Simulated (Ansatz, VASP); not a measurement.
**SnSe in VASP and in Ansatz**

```xyz
2
Lattice="0.0000 2.9486 2.9486 2.9486 0.0000 2.9486 2.9486 2.9486 0.0000" Properties=species:S:1:pos:R:3 pbc="T T T"
Sn    0.0000    0.0000    0.0000
Se    2.9486    2.9486    2.9486
```

Change from the starting cell: volume scaled by 0.94.

Alike in both runs: task single point; functional PBE; k mesh 9 × 9 × 9; occupations fermi-dirac, width 0.02 eV; no spin polarisation.

|  | VASP | Ansatz |
| --- | --- | --- |
| version | VASP 6.6.1 | Ansatz 0.2.0 |
| potentials or method | VASP PAW PBE potentials, release 64 (Sn_d, Se), cutoff 520 eV | all-electron LAPW, scalar-relativistic |

|  | VASP | Ansatz | Ansatz less VASP |
| --- | --- | --- | --- |
| pressure (GPa) | 4.8 | 4.8 | 0.00 |

Ansatz ran all-electron here, so the differences hold the error of VASP's frozen core and of both bases.
